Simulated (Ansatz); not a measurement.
A run of Ansatz 0.2.0 is set up as follows.

File input.yaml:

```yaml
crystal:
  lattice:
    - [0.0, 2.4385, 2.4385]
    - [2.4385, 0.0, 2.4385]
    - [2.4385, 2.4385, 0.0]
  atoms:
    - { symbol: "Y", position: [0.0, 0.0, 0.0] }
    - { symbol: "N", position: [0.5, 0.5, 0.5] }
hamiltonian:
  xc: pbe
  pseudopotentials: { kind: paw }
kpoints:
  mp_grid: { grid: [9, 9, 9] }
  band_path:
    path:
      - [[0.0, 0.0, 0.0], [0.5, 0.0, 0.5], [0.5, 0.25, 0.75], [0.375, 0.375, 0.75], [0.0, 0.0, 0.0], [0.5, 0.5, 0.5], [0.625, 0.25, 0.625], [0.5, 0.25, 0.75], [0.5, 0.5, 0.5], [0.375, 0.375, 0.75]]
      - [[0.625, 0.25, 0.625], [0.5, 0.0, 0.5]]
    npoints: 14
scf:
  occupations: { method: fermi_dirac, width: 0.05 }
  n_extra_bands: 6
output:
  forces: true
  stress: true
  eigenvalues: true
  fatbands: false
```

Potentials or basis: Ansatz PAW.

Command:

```console
$ ansatz run input.yaml --threads 2 --pin off --max-ram 5632MiB --backend cpu --events-out ev --progress --plain --runs-dir out
```

**Question.** Predict the pressure.

**Answer.** 3.0 GPa.

**Question.** Estimate the band gap on the k mesh.

**Answer.** 0.24 eV, indirect (least direct gap 0.64 eV).

**Question.** What does it give for the band gap along the path?

**Answer.** 0.18 eV, indirect (least direct gap 0.56 eV).

Levels at the corners of the path, in eV from the valence-band top:
| point | band 6 | band 7 | band 8 | band 9 | band 10 | band 11 |
| --- | --- | --- | --- | --- | --- | --- |
| Γ | 0.00 | 0.00 | 0.00 | 3.16 | 3.16 | 3.16 |
| X | -1.48 | -0.38 | -0.38 | 0.18 | 6.91 | 7.30 |
| W | -2.16 | -1.54 | -1.54 | 4.02 | 4.02 | 7.37 |
| K | -2.19 | -1.58 | -1.32 | 2.46 | 6.30 | 7.10 |
| Γ | 0.00 | 0.00 | 0.00 | 3.16 | 3.16 | 3.16 |
| L | -4.09 | -2.27 | -2.27 | 5.74 | 6.42 | 6.42 |
| U | -2.19 | -1.58 | -1.32 | 2.46 | 6.30 | 7.10 |
| W | -2.16 | -1.54 | -1.54 | 4.02 | 4.02 | 7.37 |
| L | -4.09 | -2.27 | -2.27 | 5.74 | 6.42 | 6.42 |
| K | -2.19 | -1.58 | -1.32 | 2.46 | 6.30 | 7.10 |
| U | -2.19 | -1.58 | -1.32 | 2.46 | 6.30 | 7.10 |
| X | -1.48 | -0.38 | -0.38 | 0.18 | 6.91 | 7.30 |

Caveat: the k mesh misses the band edges, so the gap on the mesh is wider than the one along the path. Expect the measured gap to be larger: semilocal functionals such as PBE lack the derivative discontinuity.
